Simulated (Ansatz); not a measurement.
The system is Al.

```
Al
1.0
    -0.00036    2.03183    2.01270
     2.05157   -0.00382    2.01616
     2.03231    2.01603    0.01543
Al
1
Direct
  0.01088 0.96018 0.00679
```

The cell isn't the ideal one: cell strained at random at fixed volume.

| Property | Result |
| --- | --- |
| Program | Ansatz 0.2.0 |
| Task | relaxation of cell and atoms |
| Functional | PBEsol |
| Dispersion | D3(BJ)+ATM |
| Potentials or basis | all-electron LAPW, relativistic spinors |
| Basis error allowed | 0.001 eV/atom |
| k mesh | 8 × 8 × 8 |
| Occupations | cold, width 0.025 eV |
| Spin | spin-orbit coupling, no magnetisation |

At the start: volume 16.60 Å³/atom.

Question: Where does the relaxation end?

Answer: Over 9 steps the energy falls by 17.0 meV/atom and the volume is 15.70 Å³/atom (-5.5 %); space group R-3m (No. 166, to 0.05 Å).

The path:
| step | energy change (eV) | largest force (eV/Å) | volume (Å³) |
| --- | --- | --- | --- |
| 1 | 0.0000 | 0.0000 | 16.60 |
| 2 | -0.0136 | 0.0000 | 15.47 |
| 3 | -0.0168 | 0.0000 | 15.66 |
| 4 | -0.0170 | 0.0000 | 15.71 |
| 5 | -0.0170 | 0.0000 | 15.70 |
| 6 | -0.0170 | 0.0000 | 15.70 |
| 7 | -0.0170 | 0.0000 | 15.70 |
| 8 | -0.0170 | 0.0000 | 15.70 |
| 9 | -0.0170 | 0.0000 | 15.70 |

Final structure:
```
Al
1.0
    -0.00617    1.97847    1.96833
     1.99748   -0.03095    1.99327
     1.97040    1.97565   -0.00347
Al
1
Direct
  0.01088 0.96018 0.00679
```
